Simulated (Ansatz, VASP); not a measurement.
# FeO (Wuestite): VASP beside Ansatz

```
CELL_PARAMETERS angstrom
0.00000 2.15540 2.15540
2.15540 0.00000 2.15540
2.15540 2.15540 0.00000
ATOMIC_POSITIONS crystal
Fe 0.00000 0.00000 0.00000
O 0.50000 0.50000 0.50000
```

Alike in both runs: functional revPBE; k mesh 11 × 11 × 11; occupations fermi-dirac, width 0.05 eV; collinear spin.

```csv
,VASP,Ansatz
version,VASP 6.6.1,Ansatz 0.2.0
potentials or method,"VASP PAW PBE potentials, release 64 (Fe, O)",Ansatz PAW
plane-wave cutoff (eV),520,420
valence electrons in the cell,14,22
task,single point,band structure
```

```tsv
	VASP	Ansatz	Ansatz less VASP
gap on the k mesh at the Fermi level (eV)	none	none	-
pressure (GPa)	3.9	3.9	-0.06
net moment per atom (μB)	2.00	2.00	0.000
size of the moment on the site where the two differ most (μB)	3.62	3.46	-0.168
```

Site moments also hang on the region over which each program counts them. A gap of «none» marks a metal or a gap that the smearing closes. The two sets of potentials don't hold the same shells in valence.

Caveats: a cell with one magnetic atom can't hold antiferromagnetic order, which such compounds often take; semilocal functionals often make such compounds metallic where correlation or magnetic order opens a gap, which also shifts bond lengths; the PAW data sets were made with another functional, which shifts forces and pressure a little (VASP); the pressure holds a Pulay correction of +0.6 GPa for the finite cutoff (Ansatz); the PAW data sets come from PBE, with cores solved anew for the run's functional, which leaves a small shift of forces and pressure (Ansatz).
